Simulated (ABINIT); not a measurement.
# Pb (Fd-3m) in ABINIT: single point with LDA

Aim: the single point of Pb with LDA.

Everything below comes from runs of ABINIT 10.8.3 (patched build). Logs are shortened: lines on timing, memory, paths and dates and some standing lists are left out, and cuts for length are marked. The log counts tension as positive stress, the text compression.

### Step 1. The crystal as given

Symmetry: Fd-3m, No. 227, cubic system. Conventional cell: a = 6.878 Å, b = 6.878 Å, c = 6.878 Å, α = 90.00°, β = 90.00°, γ = 90.00°. Around Pb (site symmetry -43m) lie 4 Pb at 2.98 Å.

This isn't the form of Pb at room conditions, which is fcc.

### Step 2. Single point, LDA

run.abi

```
pp_dirpath "./"
pseudos "Pb.upf"

acell 9.1906461943 9.1906461943 9.1906461943
rprim
     0.0000000000     0.7071067812     0.7071067812
     0.7071067812     0.0000000000     0.7071067812
     0.7071067812     0.7071067812     0.0000000000
ntypat 1
znucl 82
natom 2
typat 1 1
xred
     0.2500000000     0.2500000000     0.2500000000
     0.0000000000     0.0000000000     0.0000000000

ecut 26.0

kptopt 1
ngkpt 5 5 5
nshiftk 1
shiftk 0.0 0.0 0.0

ixc 7

nband 18
occopt 3
tsmear 0.00183747

nstep 100
tolvrs 1.0e-10

iomode 3
prtwf 0
prteig 0
prtebands 0
enunit 2
prtden 1
prtvha 1
prtvclmb 1
prtpot 1
prtelf 1
```

Potentials or basis: PseudoDojo NC SR LDA v0.4.1 standard.

The run is started by

```console
$ abinit run.abi > log 2>&1
```

run.abo:

```text
.Version 10.8.3 of ABINIT
 Symmetries : space group Fd -3 m (#227); Bravais cF (face-center cubic)
================================================================================
 Values of the parameters that define the memory need of the present run
     intxc =       0    ionmov =       0      iscf =       7    lmnmax =       6
     lnmax =       6     mgfft =      45  mpssoang =       3    mqgrid =    3001
     natom =       2  nloc_mem =       1    nspden =       1   nspinor =       1
    nsppol =       1      nsym =      48    n1xccc =    2501    ntypat =       1
    occopt =       3   xclevel =       1
       mpw =        3495          nfft =       91125          nkpt =          10
================================================================================
================================================================================

--------------------------------------------------------------------------------
------------- Echo of variables that govern the present computation ------------
--------------------------------------------------------------------------------
 -outvars: echo values of preprocessed input variables --------
            acell      9.1906461943E+00  9.1906461943E+00  9.1906461943E+00 Bohr
              amu      2.07200000E+02
             ecut      2.60000000E+01 Hartree
           enunit           2
              ixc           7
         kptrlatt        5    0    0      0    5    0      0    0    5
          kptrlen      4.59532310E+01
            natom           2
            nband          18
            ngfft          45      45      45
             nkpt          10
            nstep         100
             nsym          48
           ntypat           1
           occopt           3
        prtebands           0
           prteig           0
           prtelf           1
           prtpot           1
         prtvclmb           1
           prtvha           1
            prtwf           0
            rprim      0.0000000000E+00  7.0710678120E-01  7.0710678120E-01
                       7.0710678120E-01  0.0000000000E+00  7.0710678120E-01
                       7.0710678120E-01  7.0710678120E-01  0.0000000000E+00
          spgroup         227
           tolvrs      1.00000000E-10
           tsmear      1.83747000E-03 Hartree
            typat      1  1
           xangst      1.7195000266E+00  1.7195000266E+00  1.7195000266E+00
                       0.0000000000E+00  0.0000000000E+00  0.0000000000E+00
            xcart      3.2493841238E+00  3.2493841238E+00  3.2493841238E+00
                       0.0000000000E+00  0.0000000000E+00  0.0000000000E+00
             xred      2.5000000000E-01  2.5000000000E-01  2.5000000000E-01
                       0.0000000000E+00  0.0000000000E+00  0.0000000000E+00
            znucl       82.00000

================================================================================

 chkinp: Checking input parameters for consistency.
[... 112 lines left out ...]
 reduced coordinates (array xred) for    2 atoms
       0.250000000000      0.250000000000      0.250000000000
       0.000000000000      0.000000000000      0.000000000000
 rms dE/dt=  4.5444E-30; max dE/dt=  0.0000E+00; dE/dt below (all hartree)
    1       0.000000000000     -0.000000000000      0.000000000000
    2      -0.000000000000     -0.000000000000     -0.000000000000

 cartesian coordinates (angstrom) at end:
    1      1.71950002661831     1.71950002661831     1.71950002661831
    2      0.00000000000000     0.00000000000000     0.00000000000000

 cartesian forces (hartree/bohr) at end:
    1      0.00000000000000    -0.00000000000000     0.00000000000000
    2     -0.00000000000000     0.00000000000000    -0.00000000000000
 frms,max,avg= 3.0991588E-31 4.8554488E-31   0.000E+00  0.000E+00  0.000E+00 h/b

 cartesian forces (eV/Angstrom) at end:
    1      0.00000000000000    -0.00000000000000     0.00000000000000
    2     -0.00000000000000     0.00000000000000    -0.00000000000000
 frms,max,avg= 1.5936516E-29 2.4967721E-29   0.000E+00  0.000E+00  0.000E+00 e/A
 length scales=  9.190646194300  9.190646194300  9.190646194300 bohr
              =  4.863480516197  4.863480516197  4.863480516197 angstroms
 Fermi (or HOMO) energy (hartree) =   0.09127   Average Vxc (hartree)=  -0.33167
 Eigenvalues (hartree) for nkpt=  10  k points:
 kpt#   1, nband= 18, wtk=  0.00800, kpt=  0.0000  0.0000  0.0000 (reduced coord)
  -0.53158   -0.53158   -0.53158   -0.52863   -0.52863   -0.51279   -0.51279   -0.51279
  -0.51184   -0.51184   -0.31310   -0.05062    0.11309    0.11309    0.11309    0.18683
   0.18683    0.18683
      occupation numbers for kpt#   1
   2.00000    2.00000    2.00000    2.00000    2.00000    2.00000    2.00000    2.00000
   2.00000    2.00000    2.00000    2.00000    0.00001    0.00001    0.00001    0.00000
   0.00000    0.00000
 prteigrs : prtvol=0 or 1, do not print more k-points.

 Fermi (or HOMO) energy (eV) =   2.48362   Average Vxc (eV)=  -9.02522
 Eigenvalues (   eV  ) for nkpt=  10  k points:
 kpt#   1, nband= 18, wtk=  0.00800, kpt=  0.0000  0.0000  0.0000 (reduced coord)
 -14.46502  -14.46502  -14.46502  -14.38476  -14.38476  -13.95375  -13.95375  -13.95375
 -13.92789  -13.92789   -8.51991   -1.37741    3.07740    3.07740    3.07740    5.08402
   5.08402    5.08402
 prteigrs : prtvol=0 or 1, do not print more k-points.

--- !EnergyTerms
iteration_state     : {dtset: 1, }
comment             : Components of total free energy in Hartree
kinetic             :  6.87555593544032E+01
hartree             :  3.58923601662329E+01
xc                  : -3.94708106121166E+01
Ewald energy        : -8.12317331858843E+01
psp_core            :  4.50309013183932E+00
local_psp           : -1.00568520661392E+02
non_local_psp       : -2.83781331822940E+01
internal            : -1.40498187989211E+02
'-kT*entropy'       : -3.96969072163624E-04
total_energy        : -1.40498584958283E+02
total_energy_eV     : -3.82316126231363E+03
band_energy         : -1.11120226047010E+01
...

 Cartesian components of stress tensor (hartree/bohr^3)
  sigma(1 1)=  1.58575159E-05  sigma(3 2)=  0.00000000E+00
  sigma(2 2)=  1.58575159E-05  sigma(3 1)=  0.00000000E+00
  sigma(3 3)=  1.58575159E-05  sigma(2 1)=  0.00000000E+00

-Cartesian components of stress tensor (GPa)         [Pressure= -4.6654E-01 GPa]
- sigma(1 1)=  4.66544224E-01  sigma(3 2)=  0.00000000E+00
- sigma(2 2)=  4.66544224E-01  sigma(3 1)=  0.00000000E+00
- sigma(3 3)=  4.66544224E-01  sigma(2 1)=  0.00000000E+00

== END DATASET(S) ==============================================================
================================================================================

 -outvars: echo values of variables after computation  --------
            acell      9.1906461943E+00  9.1906461943E+00  9.1906461943E+00 Bohr
           etotal     -1.4049858496E+02
            fcart      1.6184829189E-31 -4.8554487568E-31  1.6184829189E-31
                      -1.6184829189E-31  4.8554487568E-31 -1.6184829189E-31
            rprim      0.0000000000E+00  7.0710678120E-01  7.0710678120E-01
                       7.0710678120E-01  0.0000000000E+00  7.0710678120E-01
                       7.0710678120E-01  7.0710678120E-01  0.0000000000E+00
           strten      1.5857515856E-05  1.5857515856E-05  1.5857515856E-05
                       0.0000000000E+00  0.0000000000E+00  0.0000000000E+00
           xangst      1.7195000266E+00  1.7195000266E+00  1.7195000266E+00
                       0.0000000000E+00  0.0000000000E+00  0.0000000000E+00
             xred      2.5000000000E-01  2.5000000000E-01  2.5000000000E-01
                       0.0000000000E+00  0.0000000000E+00  0.0000000000E+00
 Calculation completed.
```

Run time: 17 s. Hardware: 1 thread of Intel Xeon Platinum 8488C (Sapphire Rapids), shared host; peak memory 0.08 GiB.

What came out:

```yaml
Free_energy: -3823.1613 eV
Pressure: -0.5 GPa
Band_gap_on_the_k_mesh: none (metal or under the smearing width)
Valence_electrons_inside_the_program's_atomic_spheres: Pb 10.07, 10.02 (radii [1.0584] Å)
```

Levels at points of the mesh, in eV from the Fermi level:
```csv
k point,band 12,band 13,band 14,band 15,band 16,band 17
"(0.00, 0.00, 0.00)",-3.86,0.59,0.59,0.59,2.60,2.60
```
